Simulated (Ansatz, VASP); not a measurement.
**Al26CoN27 (Co_Al): VASP beside Ansatz**

Wanted: the spread between two codes on one cell, functional and k mesh. The cell is taken from a series of runs on this material, whose earlier steps may have relaxed, scaled, displaced or heated it; both programs get it as it stands.

Method: plane waves, with VASP 6.6.1 beside it; r2SCAN, in Ansatz 0.2.0.

## 1. Starting point

The cell holds 54 atoms: 26 Al, 27 N and 1 Co. Cell: a = 9.269 Å, b = 9.269 Å, c = 9.269 Å, α = 60.0°, β = 60.0°, γ = 60.0°. It derives from AlN (AlN (F-43m)). Nearest the centre at fractional (0.333, 0.667, 0.667): Co54 at 0.01 Å, N44 at 1.94 Å, N41 at 1.94 Å, N35 at 1.95 Å, N43 at 1.95 Å, Al12 at 3.09 Å, Al7 at 3.09 Å, Al16 at 3.09 Å.

Structure file:

```xyz
54
Lattice="0.0000 6.5542 6.5542 6.5542 0.0000 6.5542 6.5542 6.5542 0.0000" Properties=species:S:1:pos:R:3 pbc="T T T"
Al    6.5512   13.1033    6.5541
Al    2.1823    8.7330    6.5542
Al    4.3731   10.9123    6.5642
Al    8.7367   13.1037    8.7399
Al    4.3696    8.7303    8.7416
Al    6.5502    4.3697    2.1877
Al   10.9216   13.1034   10.9235
Al    6.5501    8.7297   10.9221
Al    8.7281   10.9100   10.9163
Al   13.1056    8.7351    8.7377
Al    2.1922    4.3584    2.1905
Al   10.9199    6.5516    8.7376
Al    2.1934    2.1878    4.3641
Al    4.3700    4.3696    4.3680
Al    6.5508    6.5517    4.3686
Al    4.3714    2.1845    6.5467
Al    6.5446    4.3559    6.5460
Al    6.5524   10.9170    4.3700
Al    2.1823    6.5491    4.3689
Al   10.9201    8.7351   10.9232
Al    8.7367   10.9198    6.5543
Al    4.3680    6.5494    6.5545
Al    6.5463    8.7420    6.5654
Al   10.9200   10.9151    8.7375
Al    6.5519    6.5491    8.7390
Al    8.7289    8.7387    8.7433
N     1.0929    1.0897    1.0953
N     3.2807    3.2694    1.0984
N     5.4611    5.4623    1.0974
N     3.2798    1.0881    3.2814
N     5.4626    3.2753    3.2804
N     7.6454    5.4630    3.2821
N     5.4610    1.0872    5.4625
N     7.6438    3.2689    5.4615
N     9.8553    5.4141    5.4381
N     1.0947    3.2745    3.2796
N     3.2797    5.4622    3.2788
N     5.4611    7.6459    3.2787
N     3.2813    3.2815    5.4616
N     5.4643    5.4629    5.4630
N     7.6229    7.6912    5.4408
N     5.4610    3.2730    7.6464
N     7.6203    5.4141    7.6730
N     9.8531    7.6864    7.6708
N     1.0925    5.4597    5.4644
N     3.2776    7.6439    5.4648
N     5.4620    9.8288    5.4665
N     3.2777    5.4602    7.6497
N     5.4637    7.6423    7.6517
N     7.6438    9.8358    7.6533
N     5.4614    5.4570    9.8334
N     7.6447    7.6414    9.8330
N     9.8288    9.8273    9.8328
Co    8.7339    6.5479    6.5498
```

## 2. Ansatz: single point, r2SCAN

Ansatz runs on its PAW soft_1 files.

A single point takes one fixed geometry, so differences don't come from the geometry; what else differs is listed under the comparison.

input.yaml

```yaml
crystal:
  checkpoint: "../q0_M4.relax.run"
  host: checkpoint
basis:
  ecutwfc: 500
  xc_grid: 2
hamiltonian:
  xc: r2scan
  pseudopotentials: { kind: paw, azcp: { folder: soft_1 } }
kpoints:
  mp_grid: { grid: [2, 2, 2], shift: [0.5, 0.5, 0.5] }
magnetization:
  spin_polarized: true
  initial_magnetization: 4
  spin_locking: { lock_magnetization: hard }
scf:
  occupations: { method: fermi_dirac, width: 0.01 }
  max_iter: 100
output:
  forces: true
  eigenvalues: true
  charged_corrections:
    epsilon: 4.64
    static_epsilon: 8.51
    defect_position: [0.333333, 0.666667, 0.666667]
  eigenstates: { localisation: true }
  populations: true
  efg: {}
  band_densities: [{ bands: [v1, v1] }, { bands: [c1, c1] }]
  write_density: true
  write_potential: true
  volumetric_format: npy
checkpoint:
  read: "../q0_M4.relax.run"
  write: "../q0_M4.point.run"
  compress: false
  write_wavefunctions: false
  write_every: 100000
```

The run is started by

```console
> ansatz run input.yaml --threads 4 --pin off --max-ram 7536MiB --backend cpu --events-out ev --progress --plain --runs-dir out
```

Numbers of over 12 decimals in the logs are rounded to 6 here.

Log:

```text
Warning: This run holds its total moment fixed (magnetization.spin_locking.lock_magnetization: hard) and mixes its density by anderson or broyden (scf.mixing.algorithm, typed or taken by auto). Slabs with a fixed moment have converged under broyden above another state at the same moment, at the default mixing steps and at smaller ones, and under scf.lower_state_search: standard, light or off a state that such a mixer [...]
crystal.checkpoint: the structure is that of <dir>, a `relax` run, at its step 6: its result, under r2scan at a charge of 0 e; 54 atoms read, 1 with a starting moment; crystal.structure_sha256 for this input is
Engine: ansatz 0.2.0, aarch64-unknown-linux-gnu
Pseudopotentials: kind: paw
Pseudopotential: Al, paw, valence charge 3, recommended cutoff 500 eV (meta_gga), soft_1/Al.paw.azcp
Pseudopotential: N, paw, valence charge 5, recommended cutoff 500 eV (meta_gga), soft_1/N.paw.azcp
Pseudopotential: Co, paw, valence charge 17, recommended cutoff 500 eV (meta_gga), soft_1/Co.paw.azcp
Functional definition: r2SCAN
  parameter k0 = 0.174
  parameter k1 = 0.065
  parameter a1 = 4.9479
  exchange = r2scan_x(k0 = k0, k1 = k1, a1 = a1)
  correlation = r2scan_c
Crystal: 54 atoms, lattice volume = 563.102 Å³
Basis set: ecut = 500 eV, 14331 PW (Γ), exchange–correlation on 144×144×144 points (8 copies of the dense FFT grid, shifted against one another)
Bands: 171, of which v1, the nominal top of the filled ones, is band 115 counted from 1 (114 counted from 0)
Symmetry: 1 space group operations
Space group: P1 (ITA 1), of the structure as read, at distance tolerance 8.3e-5 Å
Magnetic group: BNS 1.1 (UNI 1), of the structure as read, at distance tolerance 8.3e-5 Å
k-points: 4 of 8 (time reversal used)
Non-local potential: Al, projectors of the file, l = 0: 2, l = 1: 2, l = 2: 1
Non-local potential: N, projectors of the file, l = 0: 2, l = 1: 2, l = 2: 1
Non-local potential: Co, projectors of the file, l = 0: 3, l = 1: 2, l = 2: 3, l = 3: 1
PAW form: soft (Blöchl's): semilocal exchange-correlation on the pseudo side does not see the compensation charge
PAW frozen core: Al, regenerated for the run's functional (the file was generated under x = pbe(κ = 0.804, μ = 0.219515), c = pbe(β = 0.066725))
PAW frozen core: N, regenerated for the run's functional (the file was generated under x = pbe(κ = 0.804, μ = 0.219515), c = pbe(β = 0.066725))
PAW frozen core: Co, regenerated for the run's functional (the file was generated under x = pbe(κ = 0.804, μ = 0.219515), c = pbe(β = 0.066725))
PAW one-centre angular grid: Al, 302 points (default); XC on 160 Gauss nodes
PAW one-centre angular grid: N, 302 points (default); XC on 160 Gauss nodes
PAW one-centre angular grid: Co, 590 points (default); XC on 160 Gauss nodes
Initial density: read from a saved state, or passed on in memory by an earlier SCF of this step, an earlier step, the calling program or the single point that the run made first
Stability of the state it starts from, as read at its close in the collinear treatment: not read, because the mixer in use, unlike msr1, does not test its closes by its own steps (another_mixer); its run was given moments
Starting moments: Σ|m| = 4 μB on 1 of 54 sites; this step starts from the density that it was given
Initial wavefunctions: pseudopotential atomic-orbital guess — the wavefunctions supplied were not used: k-point sampling differs
Functional: x = r2scan, c = r2scan; τ floored in thin density (d = 2e-4 eV/Å³)
iter 1 solved again at ethr=2.82e-5 eV; its pass at ethr=3.10e-3 eV (dr2=6.49e-2 eV) is discarded
SCF iter   1: F=—  HF=-29654.302174 eV  |F-HF|=—  |Δ(HF+E_count)|=         —  Δρ=2.23e-3 (↑1.80e-3 ↓2.23e-3)  dr2=6.98e-2  dr2_τ=1.45e-3  dr2_m=3.60e-3  M=4.000 μB ∫|m|=4.051 μB  β_m=1.20  ethr=2.82e-5  ⟨swp⟩=10.1  Hψ=9814  notcnv=0  defer=3
preconditioner: auto → Resta (q_TF=auto, 2.350 Å⁻¹)  ε∞=3.9  [insulator: Δε(μ)=0.800 eV  Ē_g=13.797 eV  σ=0.010 eV  W_gap=1.00  n_scr=136 (ndim 8)  ℏωp=23.3 eV  f_vac=0.000  D(μ)=0.00/eV (n_scr^D=0)  ε∞_Penn≈3.9]
spin=Collinear: Resta preconditioning applied to the charge; magnetization (m = ρ↑ − ρ↓) channel mixes plain (no charge-response kernel on spin).
SCF iter   2: F=—  HF=-29654.290073 eV  |F-HF|=—  |Δ(HF+E_count)|=   1.21e-2  Δρ=1.08e-3 (↑1.05e-3 ↓1.08e-3)  dr2=1.84e-2  dr2_τ=1.53e-4  dr2_m=5.40e-4  M=4.000 μB ∫|m|=4.047 μB  β_m=1.20  ethr=2.82e-5  ⟨swp⟩=2.5  Hψ=2684  notcnv=0  defer=104  κ⁻¹=1.0e0(r=1)
[...]
electrostatic potential = -516.708242 V   contact ρ = 1411.016160 e/Å³   contact ρ_s (e/Å³): all electrons +0.073612, valence +0.089449
--- Band table (eV; the first three rows and the last of 8) ---
  k-point 0 ↑: bands = [... 111 lower, 6.6927, 6.6956, 6.7227, 7.2670, 7.5135, 7.5313, 12.0045, 12.0479, ... 52 higher]
  k-point 1 ↑: bands = [... 111 lower, 6.5518, 6.5998, 6.7175, 7.0146, 7.3784, 7.4512, 11.2975, 12.2706, ... 52 higher]
  k-point 2 ↑: bands = [... 111 lower, 6.5545, 6.6155, 6.8010, 7.0327, 7.3712, 7.4297, 11.3022, 12.2646, ... 52 higher]
  k-point 3 ↓: bands = [... 111 lower, 6.7010, 7.7961, 8.6761, 9.2436, 9.4078, 10.2146, 11.3920, 12.3330, ... 52 higher]
--- Löwdin populations: 54 sites ---
  site symbol       q [e]    m [muB]
     0     Al      1.8887    -0.0002
     1      N      6.0467    -0.0001
     2     Al      1.8883    -0.0003
     3      N      6.0496     0.0022
     4     Al      1.9068     0.0013
     5      N      6.0500     0.0005
     6     Al      1.8885    -0.0002
     7      N      6.0503     0.0005
     8     Al      1.8905    -0.0003
     9      N      6.0466     0.0009
    10     Al      1.8905    -0.0003
    11      N      6.0501     0.0005
    12     Al      1.9055     0.0040
    13      N      6.0501     0.0005
    14     Al      1.8904    -0.0002
    15      N      6.0496     0.0021
    16     Al      1.9059     0.0014
    17      N      6.0480     0.2572
    18     Al      1.8882    -0.0015
    19      N      6.0486     0.0175
    20     Al      1.9068     0.0013
    21      N      6.0500     0.0005
    22     Al      1.9050     0.0040
    23      N      6.0465     0.0224
[...]
46     Al      1.9065     0.0013
    47      N      6.0496     0.0022
    48     Al      1.8881    -0.0015
    49      N      6.0456     0.0227
    50     Al      1.9054     0.0040
    51      N      6.0501     0.0005
    52     Al      1.9062     0.0013
    53      N      6.0496     0.0172
  spilling = 0.007828 (of n_electrons = 230.000000)
--- Band densities, each state counted as filled ---
  window                                       electrons  max residual (eV)  cut levels
  bands: [v1, v1]                    1.000000 + 1.000000             3.9e-4           0
  bands: [c1, c1]                    1.000000 + 1.000000             4.2e-4           0
```

## 3. VASP: single point, r2SCAN

The same cell, functional, mesh and smearing now go to VASP, with its own data sets.

Lines of VASP's logs that name or quote its potential files are left out, and so is its time.

INCAR

```
SYSTEM = Al26CoN27
PREC = Accurate
ENCUT = 580
EDIFF = 1E-06
NELM = 200
ISMEAR = -1
SIGMA = 0.01
LREAL = Auto
ALGO = Normal
METAGGA = R2SCAN
LASPH = .TRUE.
NBANDS = 152
ISPIN = 2
MAGMOM = 0 0 0 0 -0 -0 0 -0 0 -0 0 0 0 -0 0 0 0 -0 0 -0 0 0 0 -0 0 0 -0 0 0 0 0 0 0 0 0.17 0.01 0 0.02 0 0 0.17 0.01 0.17 0.16 -0 -0 0.01 -0 0 0 0.02 0 0.01 2.64
LMAXMIX = 4
LORBIT = 11
LWAVE = .FALSE.
LCHARG = .FALSE.
ISIF = 2
ISYM = 0
NUPDOWN = 4
GGA_COMPAT = .FALSE.
LMIXTAU = .TRUE.
KPAR = 4
```

POSCAR

```
Al26CoN27
1.0
    0.0000000000      6.5541898631      6.5541898631
    6.5541898631      0.0000000000      6.5541898631
    6.5541898631      6.5541898631      0.0000000000
Al N Co
26 27 1
Direct
    0.9998341466      0.0001530040      0.9993961025
    0.9997377359      0.0002638494      0.3326971782
    0.9996235553      0.0019034811      0.6653187472
    0.9998793474      0.3335983199      0.9994031538
    0.9995349811      0.3342007601      0.3324853447
    0.0005492284      0.3332365209      0.6661505228
    0.9997683969      0.6668808903      0.9994767795
    0.9994877238      0.6669378091      0.3324321463
    0.9992224005      0.6663197212      0.6653643011
    0.3331614224      0.9999856739      0.9995845460
    0.3323634955      0.0018536299      0.3326152769
    0.3333232116      0.9998124929      0.6662874763
    0.3325003209      0.3333442520      0.0013047984
    0.3331846009      0.3332517316      0.3334962828
    0.3333305072      0.3331994736      0.6662878685
    0.3325906668      0.6662591343      0.0007092919
    0.3324112797      0.6663432122      0.3321936708
    0.6663333223      0.0004087565      0.9993184711
    0.6664210815      0.0001650213      0.3327949583
    0.6666078059      0.9999840646      0.6661396346
    0.6665553810      0.3334606486      0.9995274727
    0.6664404097      0.3336022114      0.3328357450
    0.6683555162      0.3333511656      0.6654516227
    0.6661909558      0.6669313392      0.9991750601
    0.6664582276      0.6668883514      0.3327653000
    0.6677515812      0.6662527922      0.6655474358
    0.0833185872      0.0838026193      0.0829476909
    0.0829348557      0.0846534729      0.4158958513
    0.0838144061      0.0836225117      0.7495946110
    0.0831287915      0.4175294808      0.0828799217
    0.0833870893      0.4171148240      0.4163371495
    0.0838886600      0.4168678578      0.7496182626
    0.0830510336      0.7503838577      0.0828236814
    0.0828970665      0.7503916049      0.4158589415
    0.0760531291      0.7536624279      0.7499995160
    0.4164807937      0.0839048013      0.0831228174
    0.4166316299      0.0836306875      0.4167646388
    0.4167992464      0.0834529047      0.7497702998
    0.4166638913      0.4166349603      0.0840041712
    0.4166523536      0.4168640118      0.4168468450
    0.4202708709      0.4098573477      0.7532048217
    0.4164106488      0.7502334607      0.0829673575
    0.4170505226      0.7536462309      0.4090085115
    0.4198950592      0.7504778918      0.7528452987
    0.7500271259      0.0837027014      0.0829814008
    0.7499890959      0.0837992414      0.4162756438
    0.7501550997      0.0838943669      0.7494639492
    0.7500662660      0.4170734246      0.0830211495
    0.7499276120      0.4175281541      0.4160849815
    0.7510604177      0.4166297181      0.7496228132
    0.7498207729      0.7504945798      0.0827807499
    0.7498879812      0.7503796176      0.4159991520
    0.7500033438      0.7502310144      0.7493829886
    0.3329025468      0.6664333679      0.6661312871
```

KPOINTS

```
Points of the shifted mesh
8
Reciprocal
 0.2500000000  0.2500000000  0.2500000000 1
 0.2500000000  0.2500000000  0.7500000000 1
 0.2500000000  0.7500000000  0.2500000000 1
 0.2500000000  0.7500000000  0.7500000000 1
 0.7500000000  0.2500000000  0.2500000000 1
 0.7500000000  0.2500000000  0.7500000000 1
 0.7500000000  0.7500000000  0.2500000000 1
 0.7500000000  0.7500000000  0.7500000000 1
```

Potentials, in the order of the species: Al, N and Co (PBE family, release 64).

The run is started by

```console
> mpirun -np 8 vasp_std
```

Log:

```text
[banner, memory and clock lines left out]
running    8 mpi-ranks, on    1 nodes
[...]
|                                                                             |
|           W    W    AA    RRRRR   N    N  II  N    N   GGGG   !!!           |
|           W    W   A  A   R    R  NN   N  II  NN   N  G    G  !!!           |
|           W    W  A    A  R    R  N N  N  II  N N  N  G       !!!           |
|           W WW W  AAAAAA  RRRRR   N  N N  II  N  N N  G  GGG   !            |
|           WW  WW  A    A  R   R   N   NN  II  N   NN  G    G                |
|           W    W  A    A  R    R  N    N  II  N    N   GGGG   !!!           |
|                                                                             |
|     For optimal performance we recommend to set                             |
|       NCORE = 2 up to number-of-cores-per-socket                            |
|     NCORE specifies how many cores store one orbital (NPAR=cpu/NCORE).      |
|     This setting can greatly improve the performance of VASP for DFT.       |
[...]
|                                                                             |
|     You enforced a specific xc type in the INCAR file but a different       |
|     [... a line on the potential file left out ...]
|     I HOPE YOU KNOW WHAT YOU ARE DOING!                                     |
|                                                                             |

 LDA part: xc-table for (None), standard interpolation
 POSCAR, INCAR and KPOINTS ok, starting setup
[...]
entering main loop
       N       E                     dE             d eps       ncg     rms          rms(c)
DAV:   1     0.109400916258E+04    0.10940E+04   -0.11108E+05  4864   0.150E+03
DAV:   2    -0.498580436936E+03   -0.15926E+04   -0.15156E+04  5888   0.320E+02
DAV:   3    -0.642165362021E+03   -0.14358E+03   -0.14063E+03  5800   0.108E+02
DAV:   4    -0.646409165118E+03   -0.42438E+01   -0.42035E+01  5928   0.215E+01
[...]
DAV:  22    -0.519632438949E+03   -0.75725E-05   -0.17960E-05  6992   0.231E-02    0.972E-03
DAV:  23    -0.519632440423E+03   -0.14748E-05   -0.44779E-06  4848   0.129E-02    0.713E-03
DAV:  24    -0.519632440493E+03   -0.69802E-07   -0.10224E-06  2960   0.527E-03
   1 F= -.51963244E+03 E0= -.51963244E+03  d E =-.745401E-11  mag=     4.0000
```

OUTCAR, selected parts (step 3):

```text
  FREE ENERGIE OF THE ION-ELECTRON SYSTEM (eV)
  ---------------------------------------------------
  free  energy   TOTEN  =      -519.6324404933 eV

  energy  without entropy=     -519.6324404933  energy(sigma->0) =     -519.63244049

 magnetization (x)
# of ion       s       p       d       tot
------------------------------------------
    1        0.000   0.000   0.000   0.000
    2        0.000  -0.000   0.000   0.000
    3        0.001   0.001   0.000   0.002
    4        0.000   0.000   0.000   0.000
    5       -0.000  -0.000   0.000  -0.000
    6       -0.000  -0.000   0.000  -0.000
    7        0.002   0.003   0.000   0.005
    8       -0.000  -0.000   0.000  -0.000
    9        0.001   0.001   0.000   0.002
   10       -0.000  -0.000   0.000  -0.000
   11        0.001   0.001   0.000   0.002
   12        0.002   0.003   0.000   0.005
   13        0.001   0.001   0.000   0.002
[...]
--------------------------------------------------
tot          0.077   0.823   2.685   3.585
```

The cell holds one magnetic atom, so no antiferromagnetic order fits into it.

## 4. Differences

Known differences besides the potentials themselves: VASP starts from the moments at which Ansatz ended; VASP keeps PBE cores, Ansatz makes them for the functional; the data sets hold 230 valence electrons in Ansatz (on its PAW soft_1 files) and 222 in VASP; the cutoff is 500 eV in Ansatz and 580 eV in VASP (PREC = Accurate, projectors in real space); site moments are counted in spheres of each program's own size. Total energies have different zeros and are not compared.

Compared:

```tsv
quantity	Ansatz	VASP	difference
total moment, fixed by the input (μB)	4.00	4.00	0.00
moment on Co54 (μB)	2.64	2.82	-0.18
moment on N41 (μB)	0.17	0.16	+0.01
moment on N35 (μB)	0.17	0.16	+0.01
moment on N43 (μB)	0.17	0.16	+0.01
moment on N44 (μB)	0.16	0.16	+0.01
```

Forces on 7 of the 54 atoms, those with the largest forces and the largest differences (eV/Å; atoms numbered as in POSCAR):

```tsv
atom	Ansatz x, y, z	VASP x, y, z
Al10	0.063, 0.059, 0.056	0.065, 0.053, 0.047
Al20	0.054, 0.059, 0.065	0.049, 0.061, 0.064
Al24	0.054, 0.061, 0.055	0.053, 0.059, 0.056
N35	-0.084, 0.009, 0.048	-0.074, -0.002, 0.037
N41	0.016, -0.110, 0.014	0.003, -0.098, 0.002
N43	0.057, 0.013, -0.090	0.045, 0.001, -0.080
N44	-0.068, -0.073, -0.069	-0.058, -0.060, -0.058
```

The forces differ by 4.6 meV/Å r.m.s., which is 11.1 % of the r.m.s. force of 0.042 eV/Å (both taken over all components).

## 5. Outcome

```
r.m.s. force difference (single point, r2SCAN) : 4.6 meV/Å
```

In words: The r.m.s. force difference is 4.6 meV/Å (single point, r2SCAN), within the 12 meV/Å picked in this series as the mark of a large difference. The data sets hold unlike numbers of valence electrons (230 in Ansatz and 222 in VASP), so part of the differences may come from the potentials. Such differences can come from data sets, numerical settings and the points named under the comparisons, not from the functional's error against experiment.

[Lines on the potential files, build, host, timing and source positions are cut from VASP's logs without a mark.]

[Logs are printed without paths, hosts, clocks, repeated set-up lines and the standing remarks that a program may print on its own settings, such as how far it seeks lower states.]

[Hosts, paths, dates, database ids (printed as entryN), source tags and the programs' standing remarks are cut or masked in the printed files.]
